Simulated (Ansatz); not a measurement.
ZnSe:

```xyz
4
Lattice="4.1077 0.0000 0.0000 0.0000 4.1077 0.0000 0.0000 0.0000 6.0704" Properties=species:S:1:pos:R:3 pbc="T T T"
Se    2.0539    0.0000    4.5753
Se    0.0000    2.0539    1.4950
Zn    2.0539    2.0539    0.0000
Zn    0.0000    0.0000    0.0000
```

Measurements of this composition are mostly on another form, of space group No. 216.

Base run:

- Program: Ansatz 0.2.0
- Functional: HSE06 form with a typed share of exact exchange
- Potentials or basis: Ansatz PAW
- Cutoff: 420 eV (not typed: the program's choice for these potentials)
- k mesh: 4 × 4 × 3
- Occupations: fermi-dirac, width 0.05 eV
- Spin: no spin polarisation

Its results: band gap on the k mesh 2.95 eV, direct; pressure -1.0 GPa; largest force 0.393 eV/Å.

Problem. The run is repeated on the same cell with these changes: share of exact exchange from 0.25 to 0.05. What comes out?

Solution. Band gap on the k mesh 2.15 eV, direct; pressure -0.3 GPa; largest force 0.157 eV/Å.

Caveats: odd divisions of the mesh miss points on the zone boundary, where band edges often lie, so the gap on the mesh can be too wide; the PAW data sets come from PBE, with cores solved anew for the run's functional, which leaves a small shift of forces and pressure; the thresholds are loose for stress.

A k mesh can miss the band edges.
